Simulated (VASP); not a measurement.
# CdSe (Cadmoselite) (P6_3mc) in VASP: notebook

Aim: see how the results for CdSe (Cadmoselite) move with the level of theory and the settings. Levels: RPBE, PBE exchange alone, r2SCAN, PBE. Tasks: single point, relaxation of cell and atoms.

Everything below comes from runs of VASP 6.6.1. Logs are shortened: lines on timing, memory, paths and dates and some standing lists are left out, and cuts for length are marked.

**The experiment to reproduce.**

From a printed reference work, data compilation, for a bulk crystal of CdSe at 2 K: band gap 1.841 eV.

How close the calculation comes is told below.

### Step 1. The cell of the first run

The structure is hexagonal, space group P6_3mc (No. 186). The conventional cell has a = 4.448 Å, b = 4.448 Å, c = 7.254 Å, α = 90.00°, β = 90.00°, γ = 120.00°. Within 3.6 Å of Cd (site symmetry 3m) lie 4 Se at 2.72 to 2.73 Å. Within 3.6 Å of Se (site symmetry 3m) lie 4 Cd at 2.72 to 2.73 Å.

### Step 2. Single point, RPBE, collinear spin, antiferromagnetic start

Contents of INCAR:

```
PREC     = Accurate       # precision mode
ENCUT    = 520            # plane-wave cutoff, eV
EDIFF    = 1E-6           # SCF threshold, eV
ISMEAR   = 1              # smearing method
SIGMA    = 0.1            # smearing width, eV
LREAL    = F              # projectors in reciprocal space
LASPH    = T              # aspherical terms in the spheres
NELM     = 150            # most SCF steps
ALGO     = Normal         # electronic algorithm
ISIF     = 2              # what is computed and relaxed
LWAVE    = F              # write WAVECAR
LCHARG   = T              # write CHGCAR
ISPIN    = 2              # spin polarisation
MAGMOM   = 0.5 -0.5 0 0   # initial moments
LORBIT   = 11             # projections on sites
NUPDOWN  = 0.0            # fixed moment
GGA      = RP             # functional
LELF     = T              # ELF
LVHAR    = T            
NBANDS   = 30             # bands
```

Contents of KPOINTS:

```
regular mesh
0
Gamma
  7 7 4
```

Contents of POSCAR:

```
CdSe
1.0
    4.4476410454      0.0000000000      0.0000000000
   -2.2238205227      3.8517701323      0.0000000000
    0.0000000000      0.0000000000      7.2542391029
Cd Se
2 2
Direct
    0.6666666667      0.3333333333      0.5045014993
    0.3333333333      0.6666666667      0.0045014971
    0.6666666667      0.3333333333      0.8804985015
    0.3333333333      0.6666666667      0.3804985021
```

Potentials or basis: VASP PAW PBE potentials, release 64 (Cd, Se).

The run is started by

```sh
$ cat potpaw_PBE.64/Cd/POTCAR potpaw_PBE.64/Se/POTCAR > POTCAR
$ mpirun -np 1 vasp_std > vasp.out
```

OUTCAR:

```text
PREC = Accurate
   ENCUT = 520
   EDIFF = 1E-6
   ISMEAR = 1
   LREAL = F
   LASPH = T
   NELM = 150
   ISIF = 2
   ISPIN = 2
   LORBIT = 11
   NUPDOWN = 0.0
   GGA = RP

 ion  position               nearest neighbor table
   1  0.667  0.333  0.505-   4 2.72   4 2.72   4 2.72   3 2.73
   2  0.333  0.667  0.005-   3 2.72   3 2.72   3 2.72   4 2.73
   3  0.667  0.333  0.880-   2 2.72   2 2.72   2 2.72   1 2.73
   4  0.333  0.667  0.380-   1 2.72   1 2.72   1 2.72   2 2.73

  LATTYP: Found a hexagonal cell.
 ALAT       =     4.4476410454
 C/A-ratio  =     1.6310307034

  Lattice vectors:

 A1 = (   4.4476410454,   0.0000000000,   0.0000000000)
 A2 = (  -2.2238205227,   3.8517701323,   0.0000000000)
 A3 = (   0.0000000000,   0.0000000000,   7.2542391029)

Analysis of symmetry for initial positions (statically):
=====================================================================
 Subroutine PRICEL returns:
 Original cell was already a primitive cell.

 Routine SETGRP: Setting up the symmetry group for a
 hexagonal supercell.

 Subroutine GETGRP returns: Found 12 space group operations
 (whereof  6 operations were pure point group operations)
 out of a pool of 24 trial point group operations.

The static configuration has the point symmetry C_3v.
 The point group associated with its full space group is C_6v.

Analysis of symmetry for dynamics (positions and initial velocities):
=====================================================================
 Subroutine PRICEL returns:
 Original cell was already a primitive cell.

 Routine SETGRP: Setting up the symmetry group for a
 hexagonal supercell.

 Subroutine GETGRP returns: Found 12 space group operations
 (whereof  6 operations were pure point group operations)
 out of a pool of 24 trial point group operations.

The dynamic configuration has the point symmetry C_3v.
 The point group associated with its full space group is C_6v.

Analysis of structural, dynamic, and magnetic symmetry:
=====================================================================
 Subroutine PRICEL returns:
 Original cell was already a primitive cell.

 Routine SETGRP: Setting up the symmetry group for a
 hexagonal supercell.

 Subroutine GETGRP returns: Found 12 space group operations
 (whereof  6 operations were pure point group operations)
 out of a pool of 24 trial point group operations.

The overall configuration has the point symmetry C_3v.
 The point group associated with its full space group is C_6v.

 Subroutine INISYM returns: Found 12 space group operations
 (whereof  6 operations are pure point group operations),
 and found     1 'primitive' translations

----------------------------------------------------------------------------------------

                                     Primitive cell

  volume of cell :     124.2745

  direct lattice vectors                    reciprocal lattice vectors
     4.447641045  0.000000000  0.000000000     0.224838288  0.129810446  0.000000000
    -2.223820523  3.851770132  0.000000000     0.000000000  0.259620893  0.000000000
     0.000000000  0.000000000  7.254239103     0.000000000  0.000000000  0.137850433

  length of vectors
     4.447641045  4.447641045  7.254239103     0.259620893  0.259620893  0.137850433

  position of ions in fractional coordinates (direct lattice)
     0.666666667  0.333333333  0.504501499
     0.333333333  0.666666667  0.004501497
     0.666666667  0.333333333  0.880498502
     0.333333333  0.666666667  0.380498502

  ion indices of the primitive-cell ions
   primitive index   ion index
                 1           1
                 2           2
                 3           3
                 4           4

----------------------------------------------------------------------------------------

 KPOINTS: regular mesh

Automatic generation of k-mesh.
 Grid dimensions read from file:
 generate k-points for:    7    7    4

 Generating k-lattice:

  Cartesian coordinates                     Fractional coordinates (reciprocal lattice)
     0.032119755  0.018544349  0.000000000     0.142857143  0.000000000  0.000000000
     0.000000000  0.037088699  0.000000000     0.000000000  0.142857143  0.000000000
     0.000000000  0.000000000  0.034462608     0.000000000  0.000000000  0.250000000

  Length of vectors
     0.037088699  0.037088699  0.034462608

  Shift w.r.t. Gamma in fractional coordinates (k-lattice)
     0.000000000  0.000000000  0.000000000

 Subroutine IBZKPT returns following result:
 ===========================================

 Found     24 irreducible k-points:

 Following reciprocal coordinates:
            Coordinates               Weight
  0.000000  0.000000  0.000000      1.000000
  0.142857  0.000000  0.000000      6.000000
  0.285714  0.000000  0.000000      6.000000
  0.428571  0.000000  0.000000      6.000000
  0.142857  0.142857  0.000000      6.000000
  0.285714  0.142857  0.000000     12.000000
[... 16 lines left out ...]
  0.428571  0.142857  0.500000      6.000000
  0.285714  0.285714  0.500000      6.000000
   k-points           NKPTS =     24   k-points in BZ     NKDIM =     24   number of bands    NBANDS=     30
   number of dos      NEDOS =    301   number of ions     NIONS =      4
   total plane-waves  NPLWV =  69984
   dimension x,y,z NGX =    36 NGY =   36 NGZ =   54
   dimension x,y,z NGXF=    72 NGYF=   72 NGZF=  108
   ions per type =               2   2
   NGX,Y,Z   is equivalent  to a cutoff of  13.46, 13.46, 12.38 a.u.
   NGXF,Y,Z  is equivalent  to a cutoff of  26.91, 26.91, 24.75 a.u.
 SYSTEM =  unknown system
   PREC   = accura    normal or accurate (medium, high low for compatibility)
   ISTART =      0    job   : 0-new  1-cont  2-samecut
   ICHARG =      2    charge: 1-file 2-atom 10-const
   ISPIN  =      2    spin polarized calculation?
   LNONCOLLINEAR =      F non collinear calculations
   LSORBIT =      F    spin-orbit coupling
   LASPH  =      T    aspherical Exc in radial PAW
   ENCUT  =  520.0 eV  38.22 Ry    6.18 a.u.   8.27  8.27 13.49*2*pi/ulx,y,z
   NELM   =    150;   NELMIN=  2; NELMDL= -5     # of ELM steps
   EDIFF  = 0.1E-05   stopping-criterion for ELM
   LREAL  =      F    real-space projection
   EDIFFG = 0.1E-04   stopping-criterion for IOM
   NSW    =      0    number of steps for IOM
   IBRION =     -1    ionic relax: 0-MD 1-quasi-New 2-CG
   NFREE  =      0    steps in history (QN), initial steepest desc. (CG)
   ISIF   =      2    stress and relaxation
   ISYM   =      2    0-nonsym 1-usesym 2-fastsym
   POTIM  = 0.5000    time-step for ionic-motion
   TEBEG  =    0.0;   TEEND  =   0.0 temperature during run
   PSTRESS=    0.0 pullay stress
   NELECT =      36.0000    total number of electrons
   NUPDOWN=       0.0000    fix difference up-down
   EMIN   =  10.00;   EMAX   =-10.00  energy-range for DOS
   EFERMI =   0.00;   METHOD = LEGACY
   ISMEAR =     1;   SIGMA  =   0.10  broadening in eV -4-tet -1-fermi 0-gaus
   EFERMI_NEDOS =   21; number of points for ismear=-14 and -15
   IALGO  =     38    algorithm
   IMIX   =      4    mixing-type and parameters
     AMIX     =   0.40;   BMIX     =  1.00
     AMIX_MAG =   1.60;   BMIX_MAG =  1.00
  volume/ion in A,a.u.               =      31.07       209.66
  Fermi-wavevector in a.u.,A,eV,Ry     =   1.083216  2.046981 15.964486  1.173357
  Thomas-Fermi vector in A             =   2.219276
   LORBIT       =     11    0 simple, 1 ext, 2 COOP (PROOUT), +10 PAW based schemes
   GGA     = RP    functional components
   LHFCALC =     F    Hartree Fock is set to
   AEXX    =    0.0000 exact exchange contribution
   IVDW    =     0    specifies the selected vdW correction
   LEPSILON=     F    determine dielectric tensor
   LRPA    =     F    only Hartree local field effects (RPA)
 spin polarized calculation
 Methfessel and Paxton  Order N= 1 SIGMA  =   0.10
  energy-cutoff  :      520.00
  volume of cell :      124.27
 maximum number of plane-waves:      3363
 NGX is ok and might be reduce to    36
   NGX = 17   NGY = 17   NGZ = 27

 number of electron      36.0000003 magnetization      -0.0000000

 number of electron      36.0000003 magnetization       0.0000000

 Free energy of the ion-electron system (eV)
  ---------------------------------------------------
  ext. energy  EPLUGINS =         0.00000000
  ---------------------------------------------------
  free energy    TOTEN  =        -9.75476058 eV

  energy without entropy =       -9.75523569  energy(sigma->0) =       -9.75491895

 E-fermi :   0.3832     XC(G=0):  -8.1808

 val. band max:        0.3342608976   @ k =   0.0000   0.0000   0.0000
 cond. band min:       0.9524957365   @ k =   0.0000   0.0000   0.0000
 fundamental gap:      0.6182348388
 Fermi energy:         0.3831967837

 spin component 1

 k-point     1 :       0.0000    0.0000    0.0000
  band No.  band energies     occupation
      1     -11.7081      1.00000
      2     -11.4180      1.00000
      3      -7.3240      1.00000
      4      -7.3203      1.00000
      5      -7.3203      1.00000
      6      -7.2700      1.00000
[... 781 lines left out ...]
     29      12.0090      0.00000
     30      12.0091      0.00000
 Fermi energy:         0.3831968041

 spin component 2

 k-point     1 :       0.0000    0.0000    0.0000
  band No.  band energies     occupation
      1     -11.7081      1.00000
      2     -11.4180      1.00000
      3      -7.3240      1.00000
      4      -7.3203      1.00000
      5      -7.3203      1.00000
      6      -7.2700      1.00000
[... 781 lines left out ...]
     29      12.0090      0.00000
     30      12.0091      0.00000

------------------------ aborting loop because EDIFF is reached ----------------------------------------

  FORCE on cell =-STRESS in cart. coord.  units (eV):
  Direction    XX          YY          ZZ          XY          YZ          ZX
  --------------------------------------------------------------------------------------
  -------------------------------------------------------------------------------------
  Total        0.1341688      0.1341688      0.1473052      0.0000000      0.0000000      0.0000000
  in kB        1.7297371      1.7297371      1.8990950      0.0000000      0.0000000      0.0000000
  external PRESSURE =       1.7861897 kB  Pullay stress =       0.0000000 kB

 VOLUME and BASIS-vectors are now :
 -----------------------------------------------------------------------------
  energy-cutoff  :      520.00
  volume of cell :      124.27
      direct lattice vectors                 reciprocal lattice vectors
     4.447641045  0.000000000  0.000000000     0.224838288  0.129810446  0.000000000
    -2.223820523  3.851770132  0.000000000     0.000000000  0.259620893  0.000000000
     0.000000000  0.000000000  7.254239103     0.000000000  0.000000000  0.137850433

 POSITION                                       TOTAL-FORCE (eV/Angst)
 -----------------------------------------------------------------------------------
      2.22382      1.28392      3.65977         0.000000     -0.000000      0.001652
     -0.00000      2.56785      0.03265        -0.000000      0.000000      0.001652
      2.22382      1.28392      6.38735         0.000000     -0.000000     -0.001652
     -0.00000      2.56785      2.76023         0.000000     -0.000000     -0.001652
 -----------------------------------------------------------------------------------
    total drift:                               -0.000000     -0.000000      0.000306

  FREE ENERGIE OF THE ION-ELECTRON SYSTEM (eV)
  ---------------------------------------------------
  free  energy   TOTEN  =        -9.7547605765 eV

  energy  without entropy=       -9.7552356860  energy(sigma->0) =       -9.75491895

 total charge

# of ion       s       p       d       tot
------------------------------------------
    1        0.425   0.260   9.561  10.246
    2        0.425   0.260   9.561  10.246
    3        1.443   2.369   0.016   3.828
    4        1.443   2.369   0.016   3.828
--------------------------------------------------
tot          3.736   5.257  19.155  28.148

 magnetization (x)

# of ion       s       p       d       tot
------------------------------------------
    1       -0.000  -0.000  -0.000  -0.000
    2        0.000   0.000   0.000   0.000
    3       -0.000  -0.000   0.000  -0.000
    4        0.000   0.000  -0.000   0.000
--------------------------------------------------
tot          0.000   0.000   0.000   0.000
```

Run time: 3.2 min. Hardware: 1 thread of Intel Xeon Platinum 8259CL at 2.50GHz (Skylake/Cascade Lake), shared host; peak memory 0.37 GiB.

What came out:

- Free energy: -9.7548 eV
- Pressure: 0.2 GPa
- Net moment: 0.00 μB per cell
- Valence electrons inside the program's atomic spheres: Cd 10.25; Se 3.83

Caveat: the PAW data sets were made with another functional, which shifts forces and pressure a little; the total moment is fixed, so each spin has its own Fermi level.

(Part 1 of 2 ends here.)
